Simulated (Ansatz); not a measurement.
Strain and the gap of SrO (wurtzite)

Wurtzite SrO (it has left that coordination), relaxed with r2SCAN in the PAW code Ansatz. It is hexagonal, P6_3/mmc (No. 194); a = 4.270 Å, c = 5.144 Å in the conventional setting, 20.31 Å³ an atom. Sr is surrounded by 5 O at 2.47–2.57 Å; O is surrounded by 5 Sr at 2.47–2.57 Å. The cell started from the wurtzite prototype, but the relaxation took it to the higher symmetry P6_3/mmc (No. 194), so the name no longer describes it.

The axes x, y and z are those of this cell:
```yaml
crystal:
  lattice:
    - [4.27003, 0.00000, 0.00000]
    - [-2.13502, 3.69796, 0.00000]
    - [0.00000, 0.00000, 5.14445]
  atoms:
    - { symbol: Sr, position: [0.33333, 0.66667, 0.93750] }
    - { symbol: Sr, position: [0.66667, 0.33333, 0.43750] }
    - { symbol: O, position: [0.33333, 0.66667, 0.43750] }
    - { symbol: O, position: [0.66667, 0.33333, 0.93750] }
```

Unstrained: The PBE gap is direct at Γ: 2.658 eV. The r2SCAN gap is direct at Γ: 3.032 eV. With HSE06 the gap is 4.004 eV and direct, at Γ. Meshes: PBE 12×12×6, r2SCAN 12×12×6, HSE06 6×6×4. Strains are changes of length per length. After each strain the atoms were relaxed again with r2SCAN within the symmetry that the strain leaves, so tilts or polar shifts that break it weren't tested; points keep the names that they have in the unstrained zone. Simulation only: spin-unpolarised, and no claim that this is the phase found in nature.

Changes of the least gap in eV (an overlap counts as a negative gap):
```tsv
strain	volume change (%)	space group	PBE	r2SCAN	HSE06	energy rise, r2SCAN (meV/atom)
isotropic -0.77 % on every length	-2.3	P6_3/mmc	+0.073	+0.073	+0.084	2.6
biaxial -0.66 % in x and y, z held	-1.3	P6_3/mmc	+0.063	+0.065	+0.067	1.0
```

Isotropic -0.77 % on every length. HSE06: the gap goes from 4.004 to 4.088 eV (+0.084 eV). Stress change with r2SCAN, compression positive: xx +1.77, yy +1.77, zz +1.98 GPa. For HSE06, dE_g/d ln V = -3.6 eV over this step.

Biaxial -0.66 % in x and y, z held. HSE06: the gap goes from 4.004 to 4.071 eV (+0.067 eV). Stress change with r2SCAN, compression positive: xx +1.22, yy +1.22, zz +0.55 GPa.

The meshes of the hybrids are coarse, so their gaps aren't converged to the digits shown.
